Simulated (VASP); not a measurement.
# MnS (Fm-3m) in VASP: a series of runs, part 2 of 2

VASP 6.6.1.

### Step 3. Relaxation of cell and atoms, PBE+U, collinear spin, ferromagnetic start, target pressure 20 GPa, at which the enthalpy is minimised

This run uses another cell than the first one, of 14.55 Å³/atom, 0.824 times its volume.

Contents of INCAR:

```
  PREC = Accurate
  ENCUT = 520
  EDIFF = 1E-7
  ISMEAR = 0
  SIGMA = 0.1
  LREAL = False
  LASPH = True
  NELM = 150
  ALGO = Normal
  ISIF = 3
  LWAVE = False
  LCHARG = False
  ISPIN = 2
  MAGMOM = 5 0
  LORBIT = 11
  LMAXMIX = 4
  LDAU = True
  LDAUTYPE = 2
  LDAUL = 2 -1
  LDAUU = 1.9 0
  LDAUJ = 0 0
  LDAUPRINT = 1
  GGA = PE
  IBRION = 2
  NSW = 80
  EDIFFG = -0.002
  PSTRESS = 200.0
```

Contents of KPOINTS:

```
Automatic mesh
0
Gamma
  14 14 14
```

Contents of POSCAR:

```
MnS                                     
1.0
   -0.0000000000      2.4413964148      2.4413964148
    2.4413964148      0.0000000000      2.4413964148
    2.4413964148      2.4413964148      0.0000000000
  Mn              S             
     1     1
Direct
     0.0000000000000000    0.0000000000000000    0.0000000000000000
     0.5000000000000000    0.5000000000000000    0.5000000000000000
```

Potentials or basis: VASP PAW PBE potentials, release 64 (Mn_pv, S).

Command:

```console
$ cat potpaw_PBE.64/Mn_pv/POTCAR potpaw_PBE.64/S/POTCAR > POTCAR
$ mpirun -np 1 vasp_std > vasp.out
```

OUTCAR:

```text
PREC = Accurate
   ENCUT = 520
   EDIFF = 1E-7
   ISMEAR = 0
   LREAL = False
   LASPH = True
   NELM = 150
   ISIF = 3
   ISPIN = 2
   LORBIT = 11
   GGA = PE
   IBRION = 2
   NSW = 80
   EDIFFG = -0.002
   PSTRESS = 200.0

 ion  position               nearest neighbor table
   1  0.000  0.000  0.000-   2 2.44   2 2.44   2 2.44   2 2.44   2 2.44   2 2.44
   2  0.500  0.500  0.500-   1 2.44   1 2.44   1 2.44   1 2.44   1 2.44   1 2.44

  LATTYP: Found a face centered cubic cell.
 ALAT       =     4.8827928296

  Lattice vectors:

 A1 = (   0.0000000000,   2.4413964148,   2.4413964148)
 A2 = (   2.4413964148,   0.0000000000,   2.4413964148)
 A3 = (   2.4413964148,   2.4413964148,   0.0000000000)

Analysis of symmetry for initial positions (statically):
=====================================================================
 Subroutine PRICEL returns:
 Original cell was already a primitive cell.

 Routine SETGRP: Setting up the symmetry group for a
[... 1145 lines left out ...]
     16      18.5869      0.00000

 [... further k-points ...]

------------------------ aborting loop because EDIFF is reached ----------------------------------------

  FORCE on cell =-STRESS in cart. coord.  units (eV):
  Direction    XX          YY          ZZ          XY          YZ          ZX
  --------------------------------------------------------------------------------------
  -------------------------------------------------------------------------------------
  Total        3.6318947      3.6318947      3.6318947     -0.0000000     -0.0000000     -0.0000000
  in kB      199.9396506    199.9396506    199.9396506     -0.0000000     -0.0000000     -0.0000000
  external PRESSURE =      -0.0603494 kB  Pullay stress =     200.0000000 kB

 VOLUME and BASIS-vectors are now :
 -----------------------------------------------------------------------------
  energy-cutoff  :      520.00
  volume of cell :       29.10
      direct lattice vectors                 reciprocal lattice vectors
     0.000000000  2.441396415  2.441396415    -0.204800825  0.204800825  0.204800825
     2.441396415  0.000000000  2.441396415     0.204800825 -0.204800825  0.204800825
     2.441396415  2.441396415  0.000000000     0.204800825  0.204800825 -0.204800825

 POSITION                                       TOTAL-FORCE (eV/Angst)
 -----------------------------------------------------------------------------------
      0.00000      0.00000      0.00000        -0.000000      0.000000     -0.000000
      2.44140      2.44140      2.44140         0.000000     -0.000000      0.000000
 -----------------------------------------------------------------------------------
    total drift:                               -0.000000      0.000000      0.000000

  FREE ENERGIE OF THE ION-ELECTRON SYSTEM (eV)
  ---------------------------------------------------
  free  energy   TOTEN  =       -13.0620253668 eV

  energy  without entropy=      -13.0577483915  energy(sigma->0) =      -13.05988688

  enthalpy is  TOTEN    =        -9.4290344139 eV   P V=        3.6329909529

 reached required accuracy - stopping structural energy minimisation

 total charge

# of ion       s       p       d       tot
------------------------------------------
    1        0.257   6.242   5.005  11.504
    2        1.328   2.489   0.000   3.817
--------------------------------------------------
tot          1.585   8.731   5.005  15.320

 magnetization (x)

# of ion       s       p       d       tot
------------------------------------------
    1        0.055   0.052   4.096   4.204
    2        0.028   0.059   0.000   0.087
--------------------------------------------------
tot          0.083   0.111   4.096   4.291
```

OSZICAR:

```text
N       E                     dE             d eps       ncg     rms          rms(c)
DAV:   1     0.146307596770E+03    0.14631E+03   -0.11198E+04  6680   0.133E+03
DAV:   2    -0.778910075944E+01   -0.15410E+03   -0.14693E+03  7544   0.339E+02
DAV:   3    -0.135920291909E+02   -0.58029E+01   -0.57728E+01  8024   0.717E+01
DAV:   4    -0.136558396174E+02   -0.63810E-01   -0.63803E-01  7968   0.773E+00
DAV:   5    -0.136570407725E+02   -0.12012E-02   -0.12011E-02  8144   0.106E+00    0.156E+01
DAV:   6    -0.128743436055E+02    0.78270E+00   -0.60281E+00  7128   0.334E+01    0.122E+01
DAV:   7    -0.130435269350E+02   -0.16918E+00   -0.67707E-01  6744   0.104E+01    0.748E+00
DAV:   8    -0.130646309994E+02   -0.21104E-01   -0.66093E-02  7560   0.284E+00    0.384E+00
DAV:   9    -0.130608616325E+02    0.37694E-02   -0.70132E-03  7904   0.128E+00    0.431E-01
DAV:  10    -0.130620073216E+02   -0.11457E-02   -0.15796E-03  7904   0.423E-01    0.138E-01
DAV:  11    -0.130619990990E+02    0.82226E-05   -0.12526E-04  7152   0.118E-01    0.797E-02
DAV:  12    -0.130620160722E+02   -0.16973E-04   -0.46114E-05  7760   0.449E-02    0.699E-02
DAV:  13    -0.130620212591E+02   -0.51869E-05   -0.73547E-06  7536   0.279E-02    0.401E-02
DAV:  14    -0.130620218692E+02   -0.61006E-06   -0.89194E-06  7432   0.347E-02    0.155E-02
DAV:  15    -0.130620252795E+02   -0.34103E-05   -0.18303E-06  7400   0.136E-02    0.194E-03
DAV:  16    -0.130620253668E+02   -0.87278E-07   -0.35900E-08  4408   0.198E-03
   1 F= -.94290344E+01 E0= -.94268959E+01  d E =-.942903E+01  mag=     4.5609
```

CONTCAR:

```text
MnS
   1.00000000000000
     0.0000000000000000    2.4413964147999998    2.4413964147999998
     2.4413964147999998    0.0000000000000000    2.4413964147999998
     2.4413964147999998    2.4413964147999998    0.0000000000000000
  Mn              S
     1     1
Direct
     0.0000000000000000    0.0000000000000000    0.0000000000000000
     0.5000000000000000    0.5000000000000000    0.5000000000000000

  0.00000000E+00  0.00000000E+00  0.00000000E+00
  0.00000000E+00  0.00000000E+00  0.00000000E+00
```

Wall time 1.8 min (1 thread of Intel Xeon Platinum 8259CL at 2.50GHz (Skylake/Cascade Lake), shared host); peak memory 0.22 GiB.

What came out:

* Free energy: -13.0620 eV
* Pressure after relaxing: 20.0 GPa
* Band gap on the k mesh: none (metal or under the smearing width)
* Net moment: 4.56 μB per cell
* Site moments: Mn +4.20; S +0.09 μB
* Valence electrons inside the program's atomic spheres: Mn 11.50; S 3.82

Final structure:
```xyz
2
Lattice="0.0000 2.4414 2.4414 2.4414 0.0000 2.4414 2.4414 2.4414 0.0000" Properties=species:S:1:pos:R:3 pbc="T T T"
Mn    0.0000    0.0000    0.0000
S     2.4414    2.4414    2.4414
```

Eigenvalues of the final occupation matrices:
```tsv
site	spin	trace	eigenvalues
site 1 d	1	4.57	0.91 0.91 0.92 0.92 0.92
site 1 d	2	0.46	0.07 0.07 0.07 0.13 0.13
```

Caveat: the relaxation stopped at its first step, so nothing moved; the cell is relaxed towards a set pressure, so the enthalpy falls and the energy may rise; a cell with one magnetic atom can't hold antiferromagnetic order, which such compounds often take.
